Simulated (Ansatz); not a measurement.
# Al2O3: the cost of one run

Computed with Ansatz 0.2.0 (DFT PBEsol, scalar-relativistic, plane waves, PAW, unless a step's input says otherwise).

That is the level of the relaxation; later steps name their own.

## Step 1: Starting point

Symmetry: R-3c, No. 167, trigonal system. Conventional cell: a = 4.778 Å, b = 4.778 Å, c = 12.902 Å, α = 90.00°, β = 90.00°, γ = 120.00°. Al (site symmetry 3) has 6 O at 1.85 to 1.99 Å as nearest neighbours. O (site symmetry 2) has 4 Al at 1.85 to 1.99 Å as nearest neighbours.

Coordinates:

```
CELL_PARAMETERS angstrom
2.38886 1.37921 4.30071
-2.38886 1.37921 4.30071
0.00000 -2.75841 4.30071
ATOMIC_POSITIONS crystal
Al 0.35596 0.35596 0.35596
Al 0.14404 0.14404 0.14404
Al 0.64404 0.64404 0.64404
Al 0.85596 0.85596 0.85596
O 0.55260 0.94740 0.25000
O 0.25000 0.55260 0.94740
O 0.94740 0.25000 0.55260
O 0.44740 0.05260 0.75000
O 0.75000 0.44740 0.05260
O 0.05260 0.75000 0.44740
```

(A quick probe on a coarse mesh, which set the mesh and smearing, is not shown.)

## Step 3: A loose first relaxation

input.yaml reads:

```yaml
crystal:
  lattice:
    - [2.38885504, 1.3792061, 4.30071473]
    - [-2.38885504, 1.3792061, 4.30071473]
    - [0.0, -2.7584122, 4.30071473]
  atoms:
    - { symbol: Al, position: [0.35596, 0.35596, 0.35596] }
    - { symbol: Al, position: [0.14404, 0.14404, 0.14404] }
    - { symbol: Al, position: [0.64404, 0.64404, 0.64404] }
    - { symbol: Al, position: [0.85596, 0.85596, 0.85596] }
    - { symbol: O, position: [0.5526, 0.9474, 0.25] }
    - { symbol: O, position: [0.25, 0.5526, 0.9474] }
    - { symbol: O, position: [0.9474, 0.25, 0.5526] }
    - { symbol: O, position: [0.4474, 0.0526, 0.75] }
    - { symbol: O, position: [0.75, 0.4474, 0.0526] }
    - { symbol: O, position: [0.0526, 0.75, 0.4474] }
basis:
  ecutwfc: 420
kpoints:
  mp_grid: { grid: [6, 6, 6] }
hamiltonian:
  xc: pbesol
scf:
  occupations: { method: gaussian, width: 0.1 }
output:
  forces: true
  stress: true
  eigenvalues: true
relax:
  adjacent_minimum: "off"
  f_tol: 0.05
  max_steps: 80
  cell: { stress_tol: 0.5 }
```

Run with:

```sh
> ansatz run input.yaml --threads 4 --pin off --max-ram 10240MiB --backend cpu --events-out ev --progress --plain --runs-dir out
```

What time and memory should one allow on 4 threads of AMD EPYC 7R13 (Zen 3), shared host?

About 6.7 s, with a peak of 0.49 GiB.
